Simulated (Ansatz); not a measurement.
What does this script print? It uses the Ansatz DFT code, driven from Python.

Script `cs_transition.py`:
```python
"""Pressure at which two phases of Cs cross."""

from dataclasses import dataclass
import warnings

import ansatz as az
import numpy as np
from tabulate import tabulate


@dataclass
class Settings:
    scf_tol: float = 1e-10
    xc: str = "PBE"
    cutoff_ev: int = 520
    k_spacing: float = 0.16
    filling: str = "fermi_dirac"
    smearing_width: float = 0.1


settings = Settings()


def bcc(A, a):
    return (
        az.Lattice.bcc(a)
        .space_group(229)
        .atom(A, (0, 0, 0))
        .primitive()
    )


def sc(first, a):
    return (
        az.Lattice.cubic(a)
        .space_group(221)
        .atom(first, (0, 0, 0))
    )


def run_phase(name, crystal, pressure=0.0):
    calc = (
        crystal.calculation()
        .scf(tolerance=settings.scf_tol)
        .functional(settings.xc)
        .basis(settings.cutoff_ev)
        .kpoints(spacing=settings.k_spacing)
        .occupations(settings.filling, width=settings.smearing_width)
    )
    calc = calc.relax(force_tolerance=0.01, cell=True, pressure=pressure)
    return calc.run(threads=1, pin="off")


def volume_per_atom(outcome):
    return abs(np.linalg.det(outcome.lattice.cell_ang)) / len(outcome.lattice.sites)


def main() -> None:
    warnings.simplefilter("ignore", az.DeckWarning)

    phases = {}
    phases["bcc"] = bcc("Cs", 6.07)
    phases["sc"] = sc("Cs", 4.97)

    # H = E + PV, with 1 eV per cubic angstrom equal to 160.2 GPa
    pressures = [0, 10, 20, 30]
    enthalpy, volume = {name: [] for name in phases}, {name: [] for name in phases}
    for p in pressures:
        for name, crystal in phases.items():
            o = run_phase(name, crystal, pressure=p)
            volume[name].append(volume_per_atom(o))
            enthalpy[name].append(o.report["energy_sigma0_ev"] / len(o.lattice.sites) + p * volume[name][-1] / 160.21766)
    gap = np.array(enthalpy["sc"]) - np.array(enthalpy["bcc"])
    rows = [(p, va, vb, 1000 * d) for p, va, vb, d in zip(pressures, volume["bcc"], volume["sc"], gap)]
    print(tabulate(rows, headers=["P (GPa)", "V bcc (A^3/atom)", "V sc (A^3/atom)", "H(sc) - H(bcc) (meV/atom)"], floatfmt=".4f", tablefmt="rst"))
    crossings = [p0 - g0 * (p1 - p0) / (g1 - g0) for p0, p1, g0, g1 in zip(pressures, pressures[1:], gap, gap[1:]) if g0 * g1 < 0]
    print("crossing near", [round(float(p), 1) for p in crossings], "GPa") if crossings else print("no crossing in this range")


if __name__ == "__main__":
    main()
```

Running `python cs_transition.py` prints:
```text
=========  ==================  =================  ===========================
  P (GPa)    V bcc (A^3/atom)    V sc (A^3/atom)    H(sc) - H(bcc) (meV/atom)
=========  ==================  =================  ===========================
        0            116.6505           127.7303                      91.1113
       10             35.4725            36.2500                     -48.6236
       20             28.4085            30.4544                      69.9675
       30             25.7291            27.6865                     195.1553
=========  ==================  =================  ===========================
crossing near [6.5, 14.1] GPa
```

Caveats:
- Total energies depend on the potentials; only differences at equal settings carry meaning.
- At a fixed pressure a relaxation lowers the enthalpy F + PV, while F alone can rise.
- Only these two structures are compared, at zero temperature and with their symmetry kept; either may be hypothetical, and another phase may be lower than both. Differences under 10 to 15 meV an atom lie within the error of mesh and functional.
- The cells are prototypes set up for this calculation and needn't exist.
- Finished in 70 s on 1 thread of AMD EPYC 9R45 96-Core Processor (Zen 5), on a shared host, peak memory 0.54 GiB.
